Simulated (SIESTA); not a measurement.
Sn:

```
Sn
1.0
     0.00000    3.23334    3.23334
     3.23334    0.00000    3.23334
     3.23334    3.23334    0.00000
Sn
2
Cartesian
  4.8500 4.8500 4.8500
  3.2333 3.2333 3.2333
```

This isn't the form of Sn at room conditions, which is tetragonal (white tin).

* Program: SIESTA 5.4.2
* Task: relaxation of cell and atoms
* Functional: PBE
* Potentials or basis: PseudoDojo 0.4 standard (PBE files)
* Basis: DZ (energy shift 0.003 Ry; two zetas on semicore shells)
* Grid cutoff: 500 Ry
* Energy shift: 0.003 Ry
* k mesh: 5 × 5 × 5
* Occupations: fermi-dirac, width 0.05 eV
* Spin: no spin polarisation

At the start: pressure 4.0 GPa; volume 33.80 Å³/atom.

Task: Where does the relaxation end?

Result: Over 4 steps the energy falls by 35.4 meV/atom and the volume is 36.89 Å³/atom (+9.1 %); space group Fd-3m (No. 227, to 0.05 Å).

The path:
```csv
step,energy change (eV),largest force (eV/Å),pressure (GPa),volume (Å³)
1,0.0000,0.0001,3.98,67.61
2,-0.0067,0.0002,3.76,67.89
3,-0.0703,0.0001,0.25,73.27
4,-0.0707,0.0001,-0.01,73.78
```

Final structure:
```yaml
crystal:
  lattice:
    - [0.00044, 3.32911, 3.32911]
    - [3.32911, 0.00044, 3.32911]
    - [3.32911, 3.32911, 0.00044]
  atoms:
    - { symbol: Sn, position: [0.74999, 0.74999, 0.74999] }
    - { symbol: Sn, position: [0.50001, 0.50001, 0.50001] }
```

Caveat: the basis has no polarisation orbitals; the basis of atomic orbitals isn't converged, which shifts pressures, moduli and gaps.
